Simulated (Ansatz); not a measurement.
PbS (Galena):

```
CELL_PARAMETERS angstrom
0.00000 2.96575 2.96575
2.96575 0.00000 2.96575
2.96575 2.96575 0.00000
ATOMIC_POSITIONS crystal
Pb 0.00000 0.00000 0.00000
S 0.50000 0.50000 0.50000
```

Program: Ansatz 0.2.0. Alike in all runs: cell as given.

Task: Order these runs on this cell by their pressure, lowest first.
A. level LDA; potentials or basis all-electron LAPW, relativistic spinors; spin SOC, no magnetisation; k mesh 6 × 6 × 6; cutoff (eV) 178; smearing fermi-dirac 0.05 eV; basis error allowed 0.001 eV/atom; mesh quality not flagged
B. level BLYP; potentials or basis all-electron LAPW, scalar-relativistic; spin off; k mesh 8 × 8 × 8; cutoff (eV) 178; smearing fermi-dirac 0.05 eV; basis error allowed 0.001 eV/atom; mesh quality not flagged
C. level RPBE; potentials or basis all-electron LAPW, scalar-relativistic; spin off; k mesh 8 × 8 × 8; cutoff (eV) 178; smearing fermi-dirac 0.05 eV; basis error allowed 0.001 eV/atom; mesh quality not flagged
D. level PBEsol; potentials or basis all-electron LAPW, relativistic spinors; spin SOC, no magnetisation; k mesh 6 × 6 × 6; cutoff (eV) 178; smearing fermi-dirac 0.05 eV; basis error allowed 0.001 eV/atom; mesh quality not flagged
E. level PBE; potentials or basis all-electron LAPW, scalar-relativistic; spin off; k mesh 4 × 4 × 4; cutoff (eV) 150; smearing fermi-dirac 0.02 eV; basis error allowed 0.004 eV/atom; mesh quality coarse

Result: A (-3.3 GPa), D (-1.6 GPa), E (2.3 GPa), C (4.2 GPa), B (5.9 GPa).

Caveats: some runs use coarse meshes.

Not every run made on this cell is shown here.
